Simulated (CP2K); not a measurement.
# SnO under changes of volume

One of the cells (17.769 Å³/atom); the others are scaled copies at fixed shape and fractional positions:

```xyz
4
Lattice="3.8137 0.0000 0.0000 0.0000 3.8137 0.0000 0.0000 0.0000 4.8869" Properties=species:S:1:pos:R:3 pbc="T T T"
Sn    1.9068    0.0000    3.7367
Sn    0.0000    1.9068    1.1503
O     0.0000    0.0000    0.0000
O     1.9068    1.9068    0.0000
```

The cell is a database's computed one.

```yaml
Program: CP2K 2026.2
Functional: PBE
Potentials_or_basis: POTENTIAL_UZH Sn GTH-PBE-q4, O GTH-PBE-q6; TZVP-MOLOPT-PBE-GTH basis
Density_cutoff: 8163 eV
k_mesh: 7 × 7 × 6
Occupations: fermi-dirac, width 0.05 eV
Spin: no spin polarisation
```

| volume (Å³/atom) | energy over the lowest point (meV/atom) | pressure (GPa) | gap on the mesh (eV) | largest force (eV/Å) |
| --- | --- | --- | --- | --- |
| 16.703 | 92.96 | 14.1 | 0.13 | 1.847 |
| 17.058 | 64.75 | 11.4 | 0.21 | 1.488 |
| 17.414 | 42.28 | 8.9 | 0.28 | 1.157 |
| 17.769 | ? | ? | ? | ? |
| 18.125 | 12.61 | 4.6 | 0.43 | 0.563 |
| 18.480 | 4.37 | 2.8 | 0.49 | 0.296 |
| 18.835 | 0.00 | 1.2 | 0.56 | 0.046 |

**Question.** What does the run at 17.769 Å³/atom give?

**Answer.** Energy over the lowest point 25.13 meV/atom; pressure 6.7 GPa; gap on the mesh 0.36 eV; largest force 0.850 eV/Å.

Worked out: A Birch-Murnaghan fit of order 3 (a polynomial in V^(-2/3)) to the other rows has its minimum at 19.11 Å³/atom, just outside them, with B0 = V·E''(V) = 78 GPa and B' = 4.4 at fixed shape and positions, which overstates the stiffness. It gives 25.10 meV/atom at 17.769 Å³/atom, against the run's 25.13, and -dE/dV = 6.7 GPa, against 6.7. A straight line through the other rows of the gap, of slope 3.57 eV per unit of ln V, gives 0.35 eV, against the run's 0.36.

Energies are extrapolated to zero smearing.

Caveats: spin-orbit coupling is left out, which moves the levels of the heavy elements; an odd mesh through Γ misses points on the zone boundary, where band edges often lie; the basis of atomic orbitals isn't converged, which shifts pressures, moduli and gaps; forces of over 1 eV/Å show positions far from the minimum, so gaps and moduli don't describe the material at rest (some runs).
